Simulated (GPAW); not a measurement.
# CoSi (P2_13) in GPAW: equation of state with BLYP+D3

Aim: the equation of state of CoSi with BLYP+D3.

Everything below comes from runs of GPAW 26.7.0. Logs are shortened: lines on timing, memory, paths and dates and some standing lists are left out, and cuts for length are marked. The log counts tension as positive stress, the text compression.

### Step 1. Starting point

Symmetry: P2_13, No. 198, cubic system. The conventional cell has a = 4.438 Å, b = 4.438 Å, c = 4.438 Å, α = 90.00°, β = 90.00°, γ = 90.00°. Co (site symmetry 3) has 7 Si at 2.28 to 2.47 Å as nearest neighbours. Around Si (site symmetry 3) lie 7 Co at 2.28 to 2.47 Å.

### Step 2. Equation of state, BLYP+D3, collinear spin, ferromagnetic start

run.py

```python
from ase import Atoms
from ase.calculators.mixing import SumCalculator
from ase.eos import EquationOfState
from ase.io import Trajectory
from ase.units import GPa
from dftd3.ase import DFTD3
from gpaw import GPAW, PW, setup_paths

setup_paths.insert(0, '.')

atoms = Atoms(['Co', 'Co', 'Co', 'Co', 'Si', 'Si', 'Si', 'Si'],
              cell=[[4.438, 0.0, 0.0],
                    [0.0, 4.438, 0.0],
                    [0.0, 0.0, 4.438]],
              scaled_positions=[[0.86, 0.64, 0.36],
                                [0.64, 0.36, 0.86],
                                [0.36, 0.86, 0.64],
                                [0.14, 0.14, 0.14],
                                [0.157, 0.343, 0.657],
                                [0.343, 0.657, 0.157],
                                [0.657, 0.157, 0.343],
                                [0.843, 0.843, 0.843]],
              pbc=True)
atoms.set_initial_magnetic_moments([2.0, 2.0, 2.0, 2.0, 0.0, 0.0, 0.0, 0.0])

traj = Trajectory('eos.traj', 'w')
volumes, energies = [], []
for x in [0.94, 0.96, 0.98, 1.0, 1.02, 1.04, 1.06]:
    a = atoms.copy()
    a.set_cell(atoms.cell * x**(1 / 3), scale_atoms=True)
    calc = GPAW(mode=PW(600),
                xc='BLYP',
                kpts={'size': (4, 4, 4), 'gamma': True},
                occupations={'name': 'fermi-dirac', 'width': 0.05},
                nbands=51,
                convergence={'density': 1e-05, 'energy': 1e-05},
                eigensolver='davidson',
                maxiter=150,
                txt=f'eos-{x:.2f}.txt')
    a.calc = SumCalculator([calc, DFTD3(method='blyp', damping='d3zero')])
    energies.append(a.get_potential_energy())
    volumes.append(a.get_volume())
    p = -a.get_stress()[:3].mean() / GPa
    calc.write(f'eos-{x:.2f}.gpw')
    traj.write(a)
    print(f'{x:.2f} {volumes[-1]:10.4f} A^3 {energies[-1]:14.6f} eV {p:9.3f} GPa', flush=True)

v0, e0, B = EquationOfState(volumes, energies, eos='birchmurnaghan').fit()
print(f'V0 = {v0:.4f} A^3, E0 = {e0:.6f} eV, B0 = {B / GPa:.2f} GPa')
```

Potentials or basis: PAW data sets generated in the run's folder for this functional, pw.

Command:

```bash
$ gpaw-setup -f BLYP Co Si
$ OMP_NUM_THREADS=1 python run.py
```

Standard output:

```text
__  _  _
 | _ |_)|_||  |
 |__||  | ||/\| - 26.7.0

Input parameters:
  mode=PW(ecut=600.0),
  convergence={'density': 1e-05, 'energy': 1e-05},
  eigensolver=Davidson(niter=2),
  kpts=MonkhorstPack(size=(4, 4, 4), gamma=True),
  maxiter=150,
  nbands=51,
  occupations=Occupations(name='fermi-dirac', width=0.05),
  xc=XC(name='BLYP')

Diagonalizing LCAO Hamiltonian
Converting LCAO to pw mode
    .----------.
   /|        Si|
  / |   Co     |
 *  |    Co    |
 |  Si      Co |
 |  .--Si------.
 | /     Si   /
 |/Co        /
 *----------*

Atoms  # Å, Bohr magnetons
|   | symbol |        x |        y |        z |    initial magnetic moments |
|---|--------|----------|----------|----------|-----------------------------|
| 0 |     Co | 3.738767 | 2.782338 | 1.565065 | ( 0.0000,  0.0000,  2.0000) |
| 1 |     Co | 2.782338 | 1.565065 | 3.738767 | ( 0.0000,  0.0000,  2.0000) |
| 2 |     Co | 1.565065 | 3.738767 | 2.782338 | ( 0.0000,  0.0000,  2.0000) |
| 3 |     Co | 0.608636 | 0.608636 | 0.608636 | ( 0.0000,  0.0000,  2.0000) |
| 4 |     Si | 0.682542 | 1.491159 | 2.856244 | ( 0.0000,  0.0000,  0.0000) |
| 5 |     Si | 1.491159 | 2.856244 | 0.682542 | ( 0.0000,  0.0000,  0.0000) |
| 6 |     Si | 2.856244 | 0.682542 | 1.491159 | ( 0.0000,  0.0000,  0.0000) |
| 7 |     Si | 3.664861 | 3.664861 | 3.664861 | ( 0.0000,  0.0000,  0.0000) |

Unit cell  # Å
| periodic |        x |        y |        z |  lengths |    angles |
|----------|----------|----------|----------|----------|-----------|
|      yes | 4.347403 | 0.000000 | 0.000000 | 4.347403 | 90.000000 |
|      yes | 0.000000 | 4.347403 | 0.000000 | 4.347403 | 90.000000 |
|      yes | 0.000000 | 0.000000 | 4.347403 | 4.347403 | 90.000000 |

Number of symmetries: 3
Symmetry operations  # r_c * U_cc + t_c -> r_c
|   | kind |            matrix            |
|---|------|------------------------------|
| 0 |  E   |  1, 0, 0,  0, 1, 0,  0, 0, 1 |
| 1 |  C3  |  0, 1, 0,  0, 0, 1,  1, 0, 0 |
| 2 |  C3  |  0, 0, 1,  1, 0, 0,  0, 1, 0 |

BZ-sampling:
  Number of BZ points: 64
  Number of IBZ points: 14

  Monkhorst-Pack size: [4, 4, 4]
  Monkhorst-Pack shift: [0.125, 0.125, 0.125]

K-points  # in reciprocal-cell coordinates
|     |                                coordinates |     weight |
|-----|--------------------------------------------|------------|
|   0 | (  0.00000000,   0.00000000,   0.00000000) | 0.01562500 |
|   1 | (  0.25000000,   0.00000000,  -0.25000000) | 0.09375000 |
|   2 | (  0.25000000,   0.00000000,   0.00000000) | 0.09375000 |
|   3 | (  0.25000000,   0.25000000,  -0.25000000) | 0.09375000 |
|   4 | (  0.25000000,   0.25000000,   0.00000000) | 0.09375000 |
|   5 | (  0.25000000,   0.25000000,   0.25000000) | 0.03125000 |
|   6 | (  0.50000000,   0.00000000,   0.00000000) | 0.04687500 |
|   7 | (  0.50000000,   0.00000000,   0.25000000) | 0.09375000 |
|   8 | (  0.50000000,   0.25000000,  -0.25000000) | 0.09375000 |
|   9 | (  0.50000000,   0.25000000,   0.00000000) | 0.09375000 |
| ... |                                            |            |
|  13 | (  0.50000000,   0.50000000,   0.50000000) | 0.01562500 |

Plane wave coefficients: 2800
Cutoff: 600.0 eV

Spin-components: 2 (collinear spins)
Bands:           51
Projectors:      44
Spin-degeneracy: 1
Datatype:        complex128

Parallelization:
  kpt:    1
  domain: 1
  band:   1

Density:
  Valence electrons: 52.0
  Components: 2
  Grid points: [25 25 25]
  Charge: 0.0  # |e|

Potential:
  Grid points: [25 25 25]

species:
  Co:
    name:    Cobalt
    Z:       27.0
    valence: 9
    core:    18
    charge:  0.0  # [|e|]
    compensation charges:
      type: gauss
      rc: 0.32  # [Å]
      lmax: 2
    cutoffs:
      filter: 1.87  # [Å]
      core: 2.55  # [Å]
    projectors
    | kind |    occ | energy [eV] | rcut [Å] |
    |------|--------|-------------|----------|
    |   4s |  2.000 |      -5.414 |    1.005 |
    |   4p |  0.000 |      -1.234 |    1.058 |
    |   3d |  7.000 |      -8.105 |    1.005 |
    |    s |        |      21.798 |    1.005 |
    |    p |        |      25.977 |    1.058 |
    |    d |        |      19.106 |    1.005 |

    Using partial waves for Co as LCAO basis

  Si:
    name:    Silicon
    Z:       14.0
    valence: 4
    core:    10
    charge:  0.0  # [|e|]
    compensation charges:
      type: gauss
      rc: 0.33  # [Å]
      lmax: 2
    cutoffs:
      filter: 1.86  # [Å]
      core: 2.06  # [Å]
    projectors
    | kind |    occ | energy [eV] | rcut [Å] |
    |------|--------|-------------|----------|
    |   3s |  2.000 |     -10.683 |    1.058 |
    |   3p |  2.000 |      -3.928 |    1.058 |
    |    s |        |      16.528 |    1.058 |
    |    p |        |      23.284 |    1.058 |
    |    d |        |       0.000 |    1.058 |

    Using partial waves for Si as LCAO basis

Reference energy: -183210.639720  # eV

eigensolver:
  Davidson
  Converge bands: occupied
  niter=2

density mixing:
  MSR1-Mixer
  Pratt-step length: 0.05
  Maximum mixing coefficient: 0.75
  Old densities: 10
  SVD Regularization: 0.005
  Good broyden scale: 1.0
  Trust region scale: 1.0
  Backstep threshold: 4.0
  History deletion threshold: 6.0
  Fourier metric: weight=20.0, sigma=0.015

occupation numbers:
  Fermi-Dirac:
    width: 0.0500  # eV

poisson solver:
  ecut: 4800.0  # eV

xc functional:
  name: BLYP with 2 nearest neighbor stencil

convergence criteria:
- Maximum integral of absolute [dens]ity change: 1e-05 electrons / valence electron
- Maximum [total energy] change in last 3 cyles: 1e-05 eV / valence electron
- Maximum integral of absolute [eigenst]ate change: 4e-08 eV^2 / valence electron
maximum number of iterations: 150

SCF iterations
|iter     | |      energy | eigst |  dens |  magmom |
|---------|-|-------------|-------|-------|---------|
|iter:   1| |  -47.712141 | +0.84 |       |  +8.0173|
|iter:   2| |  -47.575057 | -0.33 | -0.68 |  +7.7019|
|iter:   3| |  -47.947134 | -1.66 | -0.75 |  +5.7995|
|iter:   4| |  -48.486341 | -1.57 | -0.90 |  +3.0216|
|iter:   5| |  -48.923498 | -2.02 | -1.27 |  +0.4863|
|iter:   6| |  -49.606572 | -1.98 | -1.56 |  -0.1762|
|iter:   7| |  -48.995120 | -2.20 | -1.29 |  -0.4420|
|iter:   8| |  -49.011227 | -3.56 | -1.77 |  -0.1841|
|iter:   9| |  -49.018357 | -3.64 | -2.08 |  -0.0510|
|iter:  10| |  -49.018574 | -4.64 | -2.81 |  -0.0075|
|iter:  11| |  -49.018617c| -5.29 | -3.24 |  -0.0016|
|iter:  12| |  -49.018622c| -5.91 | -3.78 |  +0.0001|
|iter:  13| |  -49.018623c| -6.44 | -4.23 |  +0.0002|
|iter:  14| |  -49.018623c| -6.88 | -4.53 |  +0.0001|
|iter:  15| |  -49.018623c| -7.34 | -4.96 |  +0.0001|
|iter:  16| |  -49.018623c| -7.90c| -5.13c|  +0.0000|

Converged in 16 steps
Energy contributions relative to reference atoms: (reference = -183210.639720)

Energy contributions:
  Kinetic:         127.071350
  Coulomb:         -98.746820
  Zero:             -0.278509
  External:          0.000000
  Xc:              -77.057753
  Entropy:          -0.013783
  Spinorbit:         0.000000
  ----------------------------
  Free energy:     -49.025514
  Extrapolated:    -49.018623

dipole moment: (-0.000018, -0.000018, -0.000018)  # |e|*Ang

Total magnetic moment: (0.000000, 0.000000, 0.000011)

Local magnetic moments
|        x |        y |         z |
|----------|----------|-----------|
| 0.000000 | 0.000000 |  0.000012 |  # Co   0
| 0.000000 | 0.000000 |  0.000012 |  # Co   1
| 0.000000 | 0.000000 |  0.000012 |  # Co   2
| 0.000000 | 0.000000 | -0.000022 |  # Co   3
| 0.000000 | 0.000000 |  0.000004 |  # Si   4
| 0.000000 | 0.000000 |  0.000004 |  # Si   5
| 0.000000 | 0.000000 |  0.000004 |  # Si   6
| 0.000000 | 0.000000 |  0.000003 |  # Si   7

Fermi level: 13.257
Eigenvalues  # (at kpt = [0.000, 0.000, 0.000])
| band index |      eig [eV] | occ [0-1] |      eig [eV] | occ [0-1] |
|------------|---------------|-----------|---------------|-----------|
|          0 |        -0.933 |     1.000 |        -0.933 |     1.000 |
|        ... |               |           |               |           |
|         19 |        12.222 |     1.000 |        12.222 |     1.000 |
|         20 |        12.222 |     1.000 |        12.222 |     1.000 |
|         21 |        12.222 |     1.000 |        12.222 |     1.000 |
|         22 |        12.359 |     1.000 |        12.359 |     1.000 |
|         23 |        12.359 |     1.000 |        12.359 |     1.000 |
|         24 |        13.223 |     0.660 |        13.223 |     0.660 |
[... 8 lines left out ...]
|         33 |        17.021 |     0.000 |        17.021 |     0.000 |
|         34 |        17.021 |     0.000 |        17.021 |     0.000 |
|        ... |               |           |               |           |
|         50 |        30.926 |     0.000 |        30.926 |     0.000 |

No gap
No difference between direct/indirect transitions

Stress tensor  # eV/Ang^3
|         x |         y |         z |
|-----------|-----------|-----------|
| -0.163326 | -0.000000 | -0.000000 |
| -0.000000 | -0.163326 | -0.000000 |
| -0.000000 | -0.000000 | -0.163326 |

# Writing to eos-0.94.gpw (mode='')
```

Wall time 13 min (1 thread of Arm Neoverse V2, shared host); peak memory 0.52 GiB.

What came out:

| Quantity | Value |
| --- | --- |
| Equilibrium volume | 10.80 Å³/atom |
| Bulk modulus at fixed shape and positions | 228 GPa |
| Pressure derivative of the bulk modulus | 4.3 (rough: it moves with the points fitted) |

Energy against volume, from the lowest point:
```tsv
volume (Å³/atom)	energy (meV/atom)
10.271	19.62
10.489	6.13
10.708	0.00
10.926	0.26
11.145	6.76
11.363	18.42
11.582	34.80
```

Caveat: the cell was scaled at fixed shape and fractional positions, which overstates the stiffness of a crystal with free parameters, most of all of layers and chains.
